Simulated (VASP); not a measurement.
# Ni (Fm-3m) in VASP: notebook

One crystal, Ni, is run at these levels: LDA; tasks: single point.

Everything below comes from runs of VASP 6.6.1. Logs are shortened: lines on timing, memory, paths and dates and some standing lists are left out, and cuts for length are marked.

## (1) The crystal as given

It takes space group Fm-3m (No. 225, cubic). Conventional cell: a = 3.475 Å, b = 3.475 Å, c = 3.475 Å, α = 90.00°, β = 90.00°, γ = 90.00°. Ni (site symmetry m-3m) has 12 Ni at 2.46 Å as nearest neighbours.

## (2) Single point, LDA, collinear spin, ferromagnetic start

The input, INCAR:

```
ALGO = Fast
EDIFF = 1E-6
ENCUT = 520
GGA = CA
ISIF = 2
ISMEAR = 0
ISPIN = 2
LASPH = True
LCHARG = False
LMAXMIX = 4
LORBIT = 11
LREAL = False
LWAVE = False
MAGMOM = 1
NELM = 100
PREC = Accurate
SIGMA = 0.02
```

The input, KPOINTS:

```
k-points
0
Gamma
  13 13 13
```

The input, POSCAR:

```
Ni
1.0
    0.0000000000      1.7375729330      1.7375729330
    1.7375729330      0.0000000000      1.7375729330
    1.7375729330      1.7375729330      0.0000000000
Ni
1
Cartesian
    0.0000000000      0.0000000000      0.0000000000
```

Potentials or basis: VASP PAW LDA potentials, release 54 (Ni).

Run with:

```console
cat potpaw_LDA.54/Ni/POTCAR > POTCAR
mpirun -np 1 vasp_std > vasp.out
```

OUTCAR:

```text
EDIFF = 1E-6
   ENCUT = 520
   GGA = CA
   ISIF = 2
   ISMEAR = 0
   ISPIN = 2
   LASPH = True
   LORBIT = 11
   LREAL = False
   NELM = 100
   PREC = Accurate

 ion  position               nearest neighbor table
   1  0.000  0.000  0.000-

  LATTYP: Found a face centered cubic cell.
 ALAT       =     3.4751458660

  Lattice vectors:

 A1 = (   0.0000000000,   1.7375729330,   1.7375729330)
 A2 = (   1.7375729330,   0.0000000000,   1.7375729330)
 A3 = (   1.7375729330,   1.7375729330,   0.0000000000)

Analysis of symmetry for initial positions (statically):
=====================================================================
 Subroutine PRICEL returns:
 Original cell was already a primitive cell.

 Routine SETGRP: Setting up the symmetry group for a
 face centered cubic supercell.

 Subroutine GETGRP returns: Found 48 space group operations
 (whereof 48 operations were pure point group operations)
 out of a pool of 48 trial point group operations.

The static configuration has the point symmetry O_h .

Analysis of symmetry for dynamics (positions and initial velocities):
=====================================================================
 Subroutine PRICEL returns:
 Original cell was already a primitive cell.

 Routine SETGRP: Setting up the symmetry group for a
 face centered cubic supercell.

 Subroutine GETGRP returns: Found 48 space group operations
 (whereof 48 operations were pure point group operations)
 out of a pool of 48 trial point group operations.

The dynamic configuration has the point symmetry O_h .

Analysis of structural, dynamic, and magnetic symmetry:
=====================================================================
 Subroutine PRICEL returns:
 Original cell was already a primitive cell.

 Routine SETGRP: Setting up the symmetry group for a
 face centered cubic supercell.

 Subroutine GETGRP returns: Found 48 space group operations
 (whereof 48 operations were pure point group operations)
 out of a pool of 48 trial point group operations.

The overall configuration has the point symmetry O_h .

 Subroutine INISYM returns: Found 48 space group operations
 (whereof 48 operations are pure point group operations),
 and found     1 'primitive' translations

----------------------------------------------------------------------------------------

                                     Primitive cell

  volume of cell :      10.4920

  direct lattice vectors                    reciprocal lattice vectors
     0.000000000  1.737572933  1.737572933    -0.287757705  0.287757705  0.287757705
     1.737572933  0.000000000  1.737572933     0.287757705 -0.287757705  0.287757705
     1.737572933  1.737572933  0.000000000     0.287757705  0.287757705 -0.287757705

  length of vectors
     2.457299207  2.457299207  2.457299207     0.498410966  0.498410966  0.498410966

  position of ions in fractional coordinates (direct lattice)
     0.000000000  0.000000000  0.000000000

  ion indices of the primitive-cell ions
   primitive index   ion index
                 1           1

----------------------------------------------------------------------------------------

 KPOINTS: k-points

Automatic generation of k-mesh.
 Grid dimensions read from file:
 generate k-points for:   13   13   13

 Generating k-lattice:

  Cartesian coordinates                     Fractional coordinates (reciprocal lattice)
    -0.022135208  0.022135208  0.022135208     0.076923077  0.000000000  0.000000000
     0.022135208 -0.022135208  0.022135208     0.000000000  0.076923077  0.000000000
     0.022135208  0.022135208 -0.022135208     0.000000000  0.000000000  0.076923077

  Length of vectors
     0.038339305  0.038339305  0.038339305

  Shift w.r.t. Gamma in fractional coordinates (k-lattice)
     0.000000000  0.000000000  0.000000000

 Subroutine IBZKPT returns following result:
 ===========================================

 Found     84 irreducible k-points:

 Following reciprocal coordinates:
            Coordinates               Weight
  0.000000  0.000000  0.000000      1.000000
  0.076923  0.000000  0.000000      8.000000
  0.153846  0.000000  0.000000      8.000000
  0.230769  0.000000  0.000000      8.000000
  0.307692  0.000000  0.000000      8.000000
  0.384615  0.000000  0.000000      8.000000
[... 42 lines left out ...]
 -0.461538  0.461538  0.000000     12.000000
  0.230769  0.153846  0.076923     24.000000
 [... further k-points ...]
   k-points           NKPTS =     84   k-points in BZ     NKDIM =     84   number of bands    NBANDS=     10
   number of dos      NEDOS =    301   number of ions     NIONS =      1
   total plane-waves  NPLWV =   5832
   dimension x,y,z NGX =    18 NGY =   18 NGZ =   18
   dimension x,y,z NGXF=    36 NGYF=   36 NGZF=   36
   ions per type =               1
   NGX,Y,Z   is equivalent  to a cutoff of  12.18, 12.18, 12.18 a.u.
   NGXF,Y,Z  is equivalent  to a cutoff of  24.36, 24.36, 24.36 a.u.
 SYSTEM =  unknown system
   PREC   = accura    normal or accurate (medium, high low for compatibility)
   ISTART =      0    job   : 0-new  1-cont  2-samecut
   ICHARG =      2    charge: 1-file 2-atom 10-const
   ISPIN  =      2    spin polarized calculation?
   LNONCOLLINEAR =      F non collinear calculations
   LSORBIT =      F    spin-orbit coupling
   LASPH  =      T    aspherical Exc in radial PAW
   ENCUT  =  520.0 eV  38.22 Ry    6.18 a.u.   4.57  4.57  4.57*2*pi/ulx,y,z
   NELM   =    100;   NELMIN=  2; NELMDL= -5     # of ELM steps
   EDIFF  = 0.1E-05   stopping-criterion for ELM
   LREAL  =      F    real-space projection
   EDIFFG = 0.1E-04   stopping-criterion for IOM
   NSW    =      0    number of steps for IOM
   IBRION =     -1    ionic relax: 0-MD 1-quasi-New 2-CG
   NFREE  =      0    steps in history (QN), initial steepest desc. (CG)
   ISIF   =      2    stress and relaxation
   ISYM   =      2    0-nonsym 1-usesym 2-fastsym
   POTIM  = 0.5000    time-step for ionic-motion
   TEBEG  =    0.0;   TEEND  =   0.0 temperature during run
   PSTRESS=    0.0 pullay stress
   NELECT =      10.0000    total number of electrons
   NUPDOWN=      -1.0000    fix difference up-down
   EMIN   =  10.00;   EMAX   =-10.00  energy-range for DOS
   EFERMI =   0.00;   METHOD = LEGACY
   ISMEAR =     0;   SIGMA  =   0.02  broadening in eV -4-tet -1-fermi 0-gaus
   EFERMI_NEDOS =   21; number of points for ismear=-14 and -15
   IALGO  =     68    algorithm
   IMIX   =      4    mixing-type and parameters
     AMIX     =   0.40;   BMIX     =  1.00
     AMIX_MAG =   1.60;   BMIX_MAG =  1.00
  volume/ion in A,a.u.               =      10.49        70.80
  Fermi-wavevector in a.u.,A,eV,Ry     =   1.611097  3.044533 35.315755  2.595635
  Thomas-Fermi vector in A             =   2.706542
   LORBIT       =     11    0 simple, 1 ext, 2 COOP (PROOUT), +10 PAW based schemes
   GGA     = CA    functional components
   LHFCALC =     F    Hartree Fock is set to
   AEXX    =    0.0000 exact exchange contribution
   IVDW    =     0    specifies the selected vdW correction
   LEPSILON=     F    determine dielectric tensor
   LRPA    =     F    only Hartree local field effects (RPA)
 spin polarized calculation
 RMM-DIIS sequential band-by-band and
 Gauss-broadening in eV      SIGMA  =   0.02
  energy-cutoff  :      520.00
  volume of cell :       10.49
 maximum number of plane-waves:       296
   NGX =  9   NGY =  9   NGZ =  9

 number of electron      10.0000000 magnetization       1.0000000

 number of electron       9.9999998 magnetization       0.6128557

 Free energy of the ion-electron system (eV)
  ---------------------------------------------------
  ext. energy  EPLUGINS =         0.00000000
  ---------------------------------------------------
  free energy    TOTEN  =        -6.56645363 eV

  energy without entropy =       -6.56608930  energy(sigma->0) =       -6.56627147

 E-fermi :   9.5548     XC(G=0): -13.8290

 val. band max:        9.5533694368   @ k =   0.3846   0.0769   0.0000
 cond. band min:       9.5740361753   @ k =   0.3846   0.3846   0.0000
 fundamental gap:      0.0206667385
 Fermi energy:         9.5548208357

 spin component 1

 k-point     1 :       0.0000    0.0000    0.0000
  band No.  band energies     occupation
      1       0.3127      1.00000
      2       7.1024      1.00000
      3       7.1024      1.00000
      4       7.1024      1.00000
      5       8.3183      1.00000
      6       8.3183      1.00000
      7      33.6387      0.00000
      8      37.6797      0.00000
      9      37.6797      0.00000
     10      37.6797      0.00000

 k-point     2 :       0.0769    0.0000    0.0000
  band No.  band energies     occupation
      1       0.5500      1.00000
      2       7.0393      1.00000
      3       7.1562      1.00000
      4       7.1562      1.00000
      5       8.2958      1.00000
      6       8.2958      1.00000
      7      32.8001      0.00000
      8      35.4541      0.00000
      9      37.1897      0.00000
     10      37.1897      0.00000

 k-point     3 :       0.1538    0.0000    0.0000
  band No.  band energies     occupation
      1       1.2400      1.00000
      2       6.8864      1.00000
      3       7.2759      1.00000
      4       7.2759      1.00000
      5       8.2690      1.00000
      6       8.2690      1.00000
      7      29.3485      0.00000
      8      34.5455      0.00000
      9      36.3788      0.00000
     10      36.3788      0.00000
[... 456 lines left out ...]
 k-point    39 :       0.3846    0.3077    0.0000
  band No.  band energies     occupation
      1       4.6637      1.00000
      2       5.6437      1.00000
      3       7.9716      1.00000
      4       8.4936      1.00000
      5       8.9832      1.00000
      6       9.3635      1.00000
      7      24.6272      0.00000
      8      25.2463      0.00000
      9      26.7516      0.00000
     10      31.0896      0.00000

 k-point    40 :       0.4615    0.3077    0.0000
  band No.  band energies     occupation
      1       5.0459      1.00000
      2       5.6335      1.00000
      3       7.7136      1.00000
      4       8.4328      1.00000
      5       9.1178      1.00000
      6      11.0818      0.00000
      7      21.4007      0.00000
      8      23.3520      0.00000
      9      26.6207      0.00000
     10      31.4750      0.00000

 [... further k-points ...]

 spin component 2

 k-point     1 :       0.0000    0.0000    0.0000
  band No.  band energies     occupation
      1       0.3604      1.00000
      2       7.7271      1.00000
      3       7.7271      1.00000
      4       7.7271      1.00000
      5       8.8923      1.00000
      6       8.8923      1.00000
      7      33.6281      0.00000
      8      37.7321      0.00000
      9      37.7321      0.00000
     10      37.7321      0.00000

 k-point     2 :       0.0769    0.0000    0.0000
  band No.  band energies     occupation
      1       0.5980      1.00000
      2       7.6580      1.00000
      3       7.7826      1.00000
      4       7.7826      1.00000
      5       8.8687      1.00000
      6       8.8687      1.00000
      7      32.8508      0.00000
      8      35.4990      0.00000
      9      37.2741      0.00000
     10      37.2741      0.00000

 k-point     3 :       0.1538    0.0000    0.0000
  band No.  band energies     occupation
      1       1.2905      1.00000
      2       7.4861      1.00000
      3       7.9019      1.00000
      4       7.9019      1.00000
      5       8.8440      1.00000
      6       8.8440      1.00000
      7      29.4857      0.00000
      8      34.5495      0.00000
      9      36.4980      0.00000
     10      36.4980      0.00000
[... 456 lines left out ...]
 k-point    39 :       0.3846    0.3077    0.0000
  band No.  band energies     occupation
      1       4.9042      1.00000
      2       6.1817      1.00000
      3       8.4379      1.00000
      4       9.1365      1.00000
      5       9.6123      0.00002
      6       9.8627      0.00000
      7      24.7802      0.00000
      8      25.4069      0.00000
      9      26.8608      0.00000
     10      31.2737      0.00000

 k-point    40 :       0.4615    0.3077    0.0000
  band No.  band energies     occupation
      1       5.3701      1.00000
      2       6.1511      1.00000
      3       8.2152      1.00000
      4       9.0452      1.00000
      5       9.7816      0.00000
      6      11.4627      0.00000
      7      21.5760      0.00000
      8      23.5375      0.00000
      9      26.7263      0.00000
     10      31.6451      0.00000

 [... further k-points ...]

------------------------ aborting loop because EDIFF is reached ----------------------------------------

 total charge

# of ion       s       p       d       tot
------------------------------------------
    1        0.515   0.529   8.343   9.386

 magnetization (x)

# of ion       s       p       d       tot
------------------------------------------
    1       -0.004  -0.018   0.637   0.615

  FORCE on cell =-STRESS in cart. coord.  units (eV):
  Direction    XX          YY          ZZ          XY          YZ          ZX
  --------------------------------------------------------------------------------------
  -------------------------------------------------------------------------------------
  Total       -0.6752887     -0.6752887     -0.6752887      0.0000000      0.0000000     -0.0000000
  in kB     -103.1195380   -103.1195380   -103.1195380      0.0000000      0.0000000     -0.0000000
  external PRESSURE =    -103.1195380 kB  Pullay stress =       0.0000000 kB

 VOLUME and BASIS-vectors are now :
 -----------------------------------------------------------------------------
  energy-cutoff  :      520.00
  volume of cell :       10.49
      direct lattice vectors                 reciprocal lattice vectors
     0.000000000  1.737572933  1.737572933    -0.287757705  0.287757705  0.287757705
     1.737572933  0.000000000  1.737572933     0.287757705 -0.287757705  0.287757705
     1.737572933  1.737572933  0.000000000     0.287757705  0.287757705 -0.287757705

 POSITION                                       TOTAL-FORCE (eV/Angst)
 -----------------------------------------------------------------------------------
      0.00000      0.00000      0.00000         0.000000      0.000000      0.000000
 -----------------------------------------------------------------------------------
    total drift:                                0.000000     -0.000000     -0.000000

  FREE ENERGIE OF THE ION-ELECTRON SYSTEM (eV)
  ---------------------------------------------------
  free  energy   TOTEN  =        -6.5664536313 eV

  energy  without entropy=       -6.5660893044  energy(sigma->0) =       -6.56627147

 total charge

# of ion       s       p       d       tot
------------------------------------------
    1        0.515   0.529   8.343   9.386

 magnetization (x)

# of ion       s       p       d       tot
------------------------------------------
    1       -0.004  -0.018   0.637   0.615
```

Run time: 11 s. Hardware: 1 thread of Intel Xeon Platinum 8559C (Emerald Rapids), shared host; peak memory 0.12 GiB.

What came out:

```yaml
Free_energy: -6.5665 eV
Pressure: -10.3 GPa
Band_gap_on_the_k_mesh: none (metal or under the smearing width)
Net_moment: 0.61 μB per cell
Site_moments: Ni +0.61 μB
Valence_electrons_inside_the_program's_atomic_spheres: Ni 9.39
```

Levels at points of the mesh, in eV from the Fermi level:
Spin up:
| k point | band 1 | band 2 | band 3 | band 4 | band 5 | band 6 | band 7 | band 8 | band 9 | band 10 |
| --- | --- | --- | --- | --- | --- | --- | --- | --- | --- | --- |
| (0.00, 0.00, 0.00) | -9.24 | -2.45 | -2.45 | -2.45 | -1.24 | -1.24 | 24.08 | 28.12 | 28.12 | 28.12 |
Spin down:
| k point | band 3 | band 4 | band 5 | band 6 | band 7 | band 8 |
| --- | --- | --- | --- | --- | --- | --- |
| (0.00, 0.00, 0.00) | -1.83 | -1.83 | -0.66 | -0.66 | 24.07 | 28.18 |

## (3) Single point, LDA, collinear spin, ferromagnetic start

The input, run.py:

```python
from ase.calculators.vasp import Vasp
from ase.dft.bandgap import bandgap
from ase.io import read

atoms = read('POSCAR')
atoms.set_initial_magnetic_moments([1.0])
calc = Vasp(
    directory='calc',
    xc='lda',
    pp='LDA',
    setups='recommended',
    pp_version='54',
    prec='Accurate',
    encut=520,
    ediff=1e-06,
    ismear=0,
    sigma=0.02,
    lreal=False,
    lasph=True,
    nelm=100,
    algo='Fast',
    isif=2,
    lwave=False,
    lcharg=False,
    ispin=2,
    lorbit=11,
    lmaxmix=4,
    kpts=[13, 13, 13],
    gamma=True,
)
atoms.calc = calc

print('energy (eV):', atoms.get_potential_energy())
print('free energy (eV):', atoms.get_potential_energy(force_consistent=True))
print('forces (eV/A):')
print(atoms.get_forces())
print('stress (eV/A^3, Voigt):', atoms.get_stress())
print('Fermi level (eV):', calc.get_fermi_level())
print('moment (muB):', atoms.get_magnetic_moment())
print('site moments (muB):', atoms.get_magnetic_moments())
gap, top, bottom = bandgap(calc)
print('band gap (eV):', gap, 'from (spin, k, band)', top, 'to', bottom)
```

POSCAR: that of step 2 with these lines changed.

```diff
@@ -7,3 +7,3 @@
 1
-Cartesian
+Direct
     0.0000000000      0.0000000000      0.0000000000
```

Potentials or basis: VASP PAW LDA potentials, release 54 (Ni).

Run with:

```console
python run.py
```

What it wrote:

```text
energy (eV): -6.56627147
free energy (eV): -6.56645363
forces (eV/A):
[[0. 0. 0.]]
stress (eV/A^3, Voigt): [ 0.06436215  0.06436215  0.06436215 -0.          0.          0.        ]
Fermi level (eV): 9.55482084
moment (muB): 0.6128557
site moments (muB): [0.615]
band gap (eV): 0.0 from (spin, k, band) (None, None, None) to (None, None, None)
```

OUTCAR:

```text
ENCUT = 520.000000
   EDIFF = 1.00e-06
   PREC = Accurate
   ISIF = 2
   ISMEAR = 0
   ISPIN = 2
   LORBIT = 11
   NELM = 100
   LASPH = .TRUE.
   LREAL = .FALSE.

 ion  position               nearest neighbor table
   1  0.000  0.000  0.000-

[... 1316 lines left out ...]

  FREE ENERGIE OF THE ION-ELECTRON SYSTEM (eV)
  ---------------------------------------------------
  free  energy   TOTEN  =        -6.5664536313 eV

  energy  without entropy=       -6.5660893044  energy(sigma->0) =       -6.56627147

 total charge

# of ion       s       p       d       tot
------------------------------------------
    1        0.515   0.529   8.343   9.386

 magnetization (x)

# of ion       s       p       d       tot
------------------------------------------
    1       -0.004  -0.018   0.637   0.615
```

INCAR:

```text
ENCUT = 520.000000
SIGMA = 0.020000
EDIFF = 1.00e-06
ALGO = Fast
PREC = Accurate
ISIF = 2
ISMEAR = 0
ISPIN = 2
LMAXMIX = 4
LORBIT = 11
NELM = 100
LASPH = .TRUE.
LCHARG = .FALSE.
LWAVE = .FALSE.
LREAL = .FALSE.
MAGMOM = 1*1.0000
```

Wall time 14 s (1 thread of Intel Xeon Platinum 8559C (Emerald Rapids), shared host); peak memory 0.12 GiB.

What came out:

```yaml
Free_energy: -6.5665 eV
Pressure: -10.3 GPa
Band_gap_on_the_k_mesh: none (metal or under the smearing width)
Net_moment: 0.61 μB per cell
Site_moments: Ni +0.61 μB
Valence_electrons_inside_the_program's_atomic_spheres: Ni 9.39
```

Levels at points of the mesh, in eV from the Fermi level:
Spin up:
```
           k point  band 2  band 3  band 4  band 5  band 6  band 7  band 8  band 9
(0.00, 0.00, 0.00)   -2.45   -2.45   -2.45   -1.24   -1.24   24.08   28.12   28.12
```
Spin down:
| k point | band 1 | band 2 | band 3 | band 4 | band 5 | band 6 | band 7 | band 8 | band 9 | band 10 |
| --- | --- | --- | --- | --- | --- | --- | --- | --- | --- | --- |
| (0.00, 0.00, 0.00) | -9.19 | -1.83 | -1.83 | -1.83 | -0.66 | -0.66 | 24.07 | 28.18 | 28.18 | 28.18 |

## (4) The reference run

An earlier run on the cell as given: functional PBEsol; potentials or basis VASP PAW PBE potentials, release 64 (Ni); cutoff 520 eV; k mesh 13 × 13 × 13; occupations fermi-dirac, width 0.05 eV; collinear spin, ferromagnetic start; starting moments [1.0] μB.

- Pressure: -2.4 GPa
- Band gap on the k mesh: none (metal or under the smearing width)
- Net moment: 0.62 μB per cell
- Site moments: Ni +0.63 μB
- Valence electrons inside the program's atomic spheres: Ni 9.38
